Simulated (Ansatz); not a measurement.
# TaN: the cost of one run

Computed with Ansatz 0.2.0 (DFT PBE, scalar-relativistic, plane waves, PAW, unless a step's input says otherwise).

## (1) The system as given

It takes space group P-6m2 (No. 187, hexagonal). Conventional cell: a = 2.950 Å, b = 2.950 Å, c = 2.898 Å, α = 90.00°, β = 90.00°, γ = 120.00°. Ta (site symmetry -6m2) is surrounded by 6 N at 2.24 Å. N (site symmetry -6m2) has 6 Ta at 2.24 Å as nearest neighbours.

Coordinates:

```
CELL_PARAMETERS angstrom
2.95018 0.00000 0.00000
-1.47509 2.55493 0.00000
0.00000 0.00000 2.89777
ATOMIC_POSITIONS crystal
Ta 0.33333 0.66667 0.50000
N 0.00000 0.00000 0.00000
```

This cell was relaxed beforehand with the same method: volume 10.92 Å³/atom, gap on the mesh none (metal).

## (2) The bulk in the cell of the plane

Contents of input.yaml:

```yaml
crystal:
  lattice:
    - [2.9501846799, 0.0, 0.0]
    - [-1.47509234, 3.8632593092, 0.0]
    - [0.0, -2.173574069, 1.916417497]
  atoms:
    - { symbol: Ta, position: [0.6666666667, 0.3333333333, 0.8333333333] }
    - { symbol: "N", position: [0.0, 0.0, 0.0] }
basis:
  ecutwfc: 420
kpoints:
  mp_grid: { grid: [12, 9, 18] }
hamiltonian:
  xc: pbe
scf:
  occupations: { method: gaussian, width: 0.1 }
output:
  forces: true
  stress: true
  eigenvalues: true
```

The run is started by

```sh
> ansatz run input.yaml --threads 1 --pin off --max-ram 2560MiB --backend cpu --events-out ev --progress --plain --runs-dir out
```

Q: Estimate wall time and peak memory on 1 thread of Intel Xeon 6975P-C (Granite Rapids), shared host.

About 6.6 s, with a peak of 0.5 GiB.
